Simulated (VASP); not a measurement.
This VASP 6.6.1 run on WC (Qusongite) needs a look.

The input INCAR:

```
PREC = Accurate ; ENCUT = 600
EDIFF = 1E-7 ; ISMEAR = 0
SIGMA = 0.05 ; LREAL = False
LASPH = True ; NELM = 96
ALGO = Normal ; ISIF = 3
LWAVE = False ; LCHARG = False
GGA = PS ; LHFCALC = True
AEXX = 0.25 ; PRECFOCK = Fast
HFRCUT = -1 ; IBRION = 3
NSW = 30 ; EDIFFG = -0.005
POTIM = 3.0
```

KPOINTS

```
regular mesh
0
Gamma
  5 5 5
```

POSCAR

```
WC
1.0
    2.9065000000      0.0000000000      0.0000000000
   -1.4532500000      2.5171028361      0.0000000000
    0.0000000000      0.0000000000      2.8366000000
W C
1 1
Direct
    0.0000000000      0.0000000000      0.0000000000
    0.6666666667      0.3333333333      0.5000000000
```

Potentials or basis: VASP PAW PBE potentials, release 64 (W_sv, C).

Command:

```sh
$ cat potpaw_PBE.64/W_sv/POTCAR potpaw_PBE.64/C/POTCAR > POTCAR
$ mpirun -np 1 vasp_std > vasp.out
```

OUTCAR:

```text
PREC = Accurate
   ENCUT = 600
   EDIFF = 1E-7
   ISMEAR = 0
   LREAL = False
   LASPH = True
   NELM = 96
   ISIF = 3
   GGA = PS
   LHFCALC = True
   AEXX = 0.25
   PRECFOCK = Fast
   IBRION = 3
   NSW = 30
   EDIFFG = -0.005
   POTIM = 3.0

 ion  position               nearest neighbor table
   1  0.000  0.000  0.000-   2 2.20   2 2.20   2 2.20   2 2.20   2 2.20   2 2.20
[... 434 lines left out ...]

  FORCE on cell =-STRESS in cart. coord.  units (eV):
  Direction    XX          YY          ZZ          XY          YZ          ZX
  --------------------------------------------------------------------------------------
  -------------------------------------------------------------------------------------
  Total       -1.0261282     -1.0261282     -1.7513366      0.0000000      0.0000000      0.0000000
  in kB      -79.2214533    -79.2214533   -135.2106227      0.0000000      0.0000000      0.0000000
  external PRESSURE =     -97.8845098 kB  Pullay stress =       0.0000000 kB

 VOLUME and BASIS-vectors are now :
 -----------------------------------------------------------------------------
  energy-cutoff  :      600.00
  volume of cell :       20.75
      direct lattice vectors                 reciprocal lattice vectors
     2.906500000  0.000000000  0.000000000     0.344056425  0.198641070  0.000000000
    -1.453250000  2.517102836  0.000000000     0.000000000  0.397282139  0.000000000
     0.000000000  0.000000000  2.836600000     0.000000000  0.000000000  0.352534725

 POSITION                                       TOTAL-FORCE (eV/Angst)
 -----------------------------------------------------------------------------------
      0.00000      0.00000      0.00000         0.000000     -0.000000      0.000000
      1.45325      0.83903      1.41830        -0.000000      0.000000      0.000000
 -----------------------------------------------------------------------------------
    total drift:                                0.000000      0.000000      0.000000

  FREE ENERGIE OF THE ION-ELECTRON SYSTEM (eV)
  ---------------------------------------------------
  free  energy   TOTEN  =       -28.6514290999 eV

  energy  without entropy=      -28.6514290999  energy(sigma->0) =      -28.65142910
```

On the terminal:

```text
POSCAR found type information on POSCAR W C
 POSCAR found :  2 types and       2 ions
 scaLAPACK will be used
 -----------------------------------------------------------------------------
|                                                                             |
|                                                                             |
|     You enforced a specific xc type in the INCAR file but a different       |
|     I HOPE YOU KNOW WHAT YOU ARE DOING!                                     |
|                                                                             |
 -----------------------------------------------------------------------------

 LDA part: xc-table for (Slater+PW92), standard interpolation
 POSCAR, INCAR and KPOINTS ok, starting setup
 FFT: planning ... GRIDC
 FFT: planning ... GRID_SOFT
 FFT: planning ... GRID
 HFRCUT set to (new)   8.52374135241615
 WAVECAR not read
 entering main loop
quench:  g(F)=  0.611E-46 g(S)=  0.749E+00 dE (1.order)=-0.150E+01
 bond charge predicted
```

Diagnose the run.

The run was cut off at its time limit. The input holds a flaw that was put in on purpose: ionic step far too long (POTIM = 3; IBRION = 3).
